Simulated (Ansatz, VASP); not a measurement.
**Hf in VASP and in Ansatz**

```
Hf
1.0
    -1.79896    1.79896    1.79896
     1.79896   -1.79896    1.79896
     1.79896    1.79896   -1.79896
Hf
1
Direct
  0.00000 0.00000 0.00000
```

Change from the starting cell: volume scaled by 0.99, PAW files.

Alike in both runs: task electric field gradients; functional PBEsol; k mesh 14 × 14 × 14; occupations fermi-dirac, width 0.05 eV; no spin polarisation.

```csv
,VASP,Ansatz
version,VASP 6.6.1,Ansatz 0.2.0
potentials or method,"VASP PAW PBE potentials, release 64 (Hf_pv)","PAW with Ansatz's default frozen-core files, scalar-relativistic"
plane-wave cutoff (eV),520,420
valence electrons in the cell,10,26
```

|  | VASP | Ansatz | Ansatz less VASP |
| --- | --- | --- | --- |
| pressure (GPa) | -8.6 | -8.3 | +0.31 |
| Vzz of the field gradient on the site that differs most (V/Å²) | 0.0 | 0.0 | 0.00 |

The two sets of potentials don't hold the same shells in valence. Ansatz warned: «gradients_without_spin_orbit».

Caveats: the PAW data sets were made with another functional, which shifts forces and pressure a little (VASP). Spin-orbit coupling is left out, which matters for the levels of Hf.
